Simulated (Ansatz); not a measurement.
ScAl: how the half-step-shifted k-point mesh moves the results

Method: DFT r2SCAN, scalar-relativistic, plane waves, PAW (Ansatz).

```yaml
crystal:
  lattice:
    - [3.37035, 0.00000, 0.00000]
    - [0.00000, 3.37035, 0.00000]
    - [0.00000, 0.00000, 3.37035]
  atoms:
    - { symbol: Sc, position: [0.50000, 0.50000, 0.50000] }
    - { symbol: Al, position: [0.00000, 0.00000, 0.00000] }
```

- plane-wave cutoff: 500 eV
- occupation rule: Gaussian smearing, 0.1 eV
- spin treatment: unpolarised

The atoms are held and the half-step-shifted k-point mesh is swept. Energies are extrapolated to zero smearing and count from the reference run, 12×12×12 Γ-centred mesh, Gaussian smearing 0.1 eV. The cell isn't necessarily relaxed at this level. Pressure is positive in compression.

```tsv
shifted mesh	ΔE (meV/atom)	P (GPa)	irreducible points
6×6×6	-2.34	0.09	10
8×8×8	-2.24	-0.13	20
10×10×10	?	?	?
```

Task: Fill in the withheld rows.

Result: The withheld rows:

```json
{"shifted mesh": "10×10×10", "ΔE (meV/atom)": "1.99", "P (GPa)": "-0.08", "irreducible points": "35"}
```

Cost: 3 runs of about 0.22 core-minutes in all, on Intel Xeon Processor @ 2.50GHz (Skylake/Cascade Lake) (shared hosts).